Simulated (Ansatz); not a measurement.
SnSe2 under changes of volume

One of the cells (25.726 Å³/atom); the others are scaled copies at fixed shape and fractional positions:

```
Sn Se
1.0
     3.81100    0.00000    0.00000
    -1.90550    3.30042    0.00000
     0.00000    0.00000    6.13600
Sn Se
1 2
Direct
  0.00000 0.00000 0.00000
  0.66667 0.33333 0.75100
  0.33333 0.66667 0.24900
```

* Program: Ansatz 0.2.0
* Functional: LDA
* Potentials or basis: Ansatz PAW
* Cutoff: 420 eV (not typed: the program's choice for these potentials)
* k mesh: 8 × 8 × 5
* Occupations: fermi-dirac, width 0.05 eV
* Spin: no spin polarisation

```tsv
volume (Å³/atom)	energy over the lowest point (meV/atom)	pressure (GPa)	gap on the mesh (eV)	largest force (eV/Å)
24.182	31.60	6.0	0.75	1.130
24.697	15.50	4.1	0.73	0.895
25.212	5.27	2.3	0.70	0.678
25.726	0.29	0.8	0.67	0.478
26.241	0.00	-0.6	0.65	0.293
26.755	?	?	?	?
27.270	11.51	-2.9	0.59	0.034
```

Question: What does the run at 26.755 Å³/atom give?

Answer: Energy over the lowest point 3.89 meV/atom; pressure -1.8 GPa; gap on the mesh 0.62 eV; largest force 0.123 eV/Å.

Worked out: A Birch-Murnaghan fit of order 3 (a polynomial in V^(-2/3)) to the other rows has its minimum at 26.02 Å³/atom with B0 = V·E''(V) = 69 GPa and B' = 4.7 at fixed shape and positions, which overstates the stiffness. It gives 3.88 meV/atom at 26.755 Å³/atom, against the run's 3.89, and -dE/dV = -1.8 GPa, against -1.8. A straight line through the other rows of the gap, of slope -1.34 eV per unit of ln V, gives 0.62 eV, against the run's 0.62.

Energies are extrapolated to zero smearing.

Caveats: odd divisions of the mesh miss points on the zone boundary, where band edges often lie, so the gap on the mesh can be too wide; spin-orbit coupling is left out, which moves the levels of the heavy elements; the PAW data sets come from PBE, with cores solved anew for the run's functional, which leaves a small shift of forces and pressure; forces of over 1 eV/Å show positions far from the minimum, so gaps and moduli don't describe the material at rest (some runs).

A mesh can miss the band edges.
